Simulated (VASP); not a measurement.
# BP (F-43m) in VASP: settings compared, part 2 of 2

VASP 6.6.1. Earlier steps stand in the parts before.

## Step 3: Band structure, LDA

The input, INCAR:

```
ALGO = Normal ; EDIFF = 1E-7
ENCUT = 520 ; ISIF = 2
ISMEAR = -1 ; LASPH = T
LCHARG = F ; LREAL = F
LWAVE = F ; MAXMIX = 10
NBANDS = 11 ; NELM = 60
PREC = Accurate ; SIGMA = 0.05
```

The input, KPOINTS:

```
k-points
0
Gamma
  10 10 10
```

The input, POSCAR:

```
BP
1.0
    0.0000000000      2.2690000000      2.2690000000
    2.2690000000      0.0000000000      2.2690000000
    2.2690000000      2.2690000000      0.0000000000
P B
1 1
Direct
    0.7500000000      0.7500000000      0.7500000000
    0.0000000000      0.0000000000      0.0000000000
```

The input, KPOINTS_OPT:

```
path GXWKGLUWLK,UX
20
line-mode
reciprocal
 0.0000000000  0.0000000000  0.0000000000  G
 0.5000000000  0.0000000000  0.5000000000  X

 0.5000000000  0.0000000000  0.5000000000  X
 0.5000000000  0.2500000000  0.7500000000  W

 0.5000000000  0.2500000000  0.7500000000  W
 0.3750000000  0.3750000000  0.7500000000  K

 0.3750000000  0.3750000000  0.7500000000  K
 0.0000000000  0.0000000000  0.0000000000  G

 0.0000000000  0.0000000000  0.0000000000  G
 0.5000000000  0.5000000000  0.5000000000  L

 0.5000000000  0.5000000000  0.5000000000  L
 0.6250000000  0.2500000000  0.6250000000  U

 0.6250000000  0.2500000000  0.6250000000  U
 0.5000000000  0.2500000000  0.7500000000  W

 0.5000000000  0.2500000000  0.7500000000  W
 0.5000000000  0.5000000000  0.5000000000  L

 0.5000000000  0.5000000000  0.5000000000  L
 0.3750000000  0.3750000000  0.7500000000  K

 0.6250000000  0.2500000000  0.6250000000  U
 0.5000000000  0.0000000000  0.5000000000  X
```

Potentials or basis: VASP PAW LDA potentials, release 64 (P, B).

Run with:

```sh
$ cat potpaw_LDA.64/P/POTCAR potpaw_LDA.64/B/POTCAR > POTCAR
$ mpirun -np 1 vasp_std > vasp.out
```

OUTCAR:

```text
EDIFF = 1E-7
   ENCUT = 520
   ISIF = 2
   ISMEAR = -1
   LASPH = T
   LREAL = F
   NELM = 60
   PREC = Accurate

 ion  position               nearest neighbor table
   1  0.750  0.750  0.750-   2 1.97   2 1.97   2 1.97   2 1.97
   2  0.000  0.000  0.000-   1 1.97   1 1.97   1 1.97   1 1.97

  LATTYP: Found a face centered cubic cell.
 ALAT       =     4.5380000000

  Lattice vectors:

 A1 = (   0.0000000000,   2.2690000000,   2.2690000000)
 A2 = (   2.2690000000,   0.0000000000,   2.2690000000)
[... 520 lines left out ...]

------------------------ aborting loop because EDIFF is reached ----------------------------------------

  FORCE on cell =-STRESS in cart. coord.  units (eV):
  Direction    XX          YY          ZZ          XY          YZ          ZX
  --------------------------------------------------------------------------------------
  -------------------------------------------------------------------------------------
  Total       -0.7764026     -0.7764026     -0.7764026      0.0000000      0.0000000     -0.0000000
  in kB      -53.2431937    -53.2431937    -53.2431937      0.0000000      0.0000000     -0.0000000
  external PRESSURE =     -53.2431937 kB  Pullay stress =       0.0000000 kB

 VOLUME and BASIS-vectors are now :
 -----------------------------------------------------------------------------
  energy-cutoff  :      520.00
  volume of cell :       23.36
      direct lattice vectors                 reciprocal lattice vectors
     0.000000000  2.269000000  2.269000000    -0.220361393  0.220361393  0.220361393
     2.269000000  0.000000000  2.269000000     0.220361393 -0.220361393  0.220361393
     2.269000000  2.269000000  0.000000000     0.220361393  0.220361393 -0.220361393

 POSITION                                       TOTAL-FORCE (eV/Angst)
 -----------------------------------------------------------------------------------
      3.40350      3.40350      3.40350        -0.000000     -0.000000     -0.000000
      0.00000      0.00000      0.00000         0.000000      0.000000      0.000000
 -----------------------------------------------------------------------------------
    total drift:                               -0.000000     -0.000000     -0.000000

  FREE ENERGIE OF THE ION-ELECTRON SYSTEM (eV)
  ---------------------------------------------------
  free  energy   TOTEN  =       -14.3871383206 eV

  energy  without entropy=      -14.3871382399  energy(sigma->0) =      -14.38713828
```

stdout:

```text
POSCAR found type information on POSCAR P B
 POSCAR found :  2 types and       2 ions
 scaLAPACK will be used
 LDA part: xc-table for (Slater(with rela. corr.)+CA(PZ))
 , standard interpolation
 POSCAR, INCAR and KPOINTS ok, starting setup
 FFT: planning ... GRIDC
 FFT: planning ... GRID_SOFT
 FFT: planning ... GRID
 WAVECAR not read
 entering main loop
 Start KPOINTS_OPT (optional k-point list driver)
k-point batch [1-47\200]
k-point batch [48-94\200]
k-point batch [95-141\200]
k-point batch [142-188\200]
k-point batch [189-200\200]
```

It took 26 s on 1 thread of AMD EPYC 7R13 (Zen 3), shared host; peak memory 0.11 GiB.

Results:

```yaml
Free_energy: -14.3871 eV
Pressure: -5.3 GPa
Band_gap_on_the_k_mesh: 1.19 eV, indirect (least direct gap 3.38 eV)
Band_gap_along_the_path: 1.19 eV, indirect (least direct gap 3.38 eV)
```

Levels at the corners of the path, in eV from the valence-band top:
```
point  band 2  band 3  band 4  band 5  band 6  band 7
    Γ    0.00    0.00    0.00    3.38    3.38    3.38
    X   -8.49   -4.11   -4.11    1.30    1.55   12.00
    X   -8.49   -4.11   -4.11    1.30    1.55   12.00
    W   -7.94   -5.69   -5.49    5.25    6.67    7.17
    W   -7.94   -5.69   -5.49    5.25    6.67    7.17
    K   -8.06   -6.25   -3.49    2.08    5.92    9.66
    K   -8.06   -6.25   -3.49    2.08    5.92    9.66
    Γ    0.00    0.00    0.00    3.38    3.38    3.38
    Γ    0.00    0.00    0.00    3.38    3.38    3.38
    L   -9.01   -1.75   -1.75    3.78    4.68    4.68
    L   -9.01   -1.75   -1.75    3.78    4.68    4.68
    U   -8.06   -6.25   -3.49    2.08    5.92    9.66
    U   -8.06   -6.25   -3.49    2.08    5.92    9.66
    W   -7.94   -5.69   -5.49    5.25    6.67    7.17
    W   -7.94   -5.69   -5.49    5.25    6.67    7.17
    L   -9.01   -1.75   -1.75    3.78    4.68    4.68
    L   -9.01   -1.75   -1.75    3.78    4.68    4.68
    K   -8.06   -6.25   -3.49    2.08    5.92    9.66
    U   -8.06   -6.25   -3.49    2.08    5.92    9.66
    X   -8.49   -4.11   -4.11    1.30    1.55   12.00
```
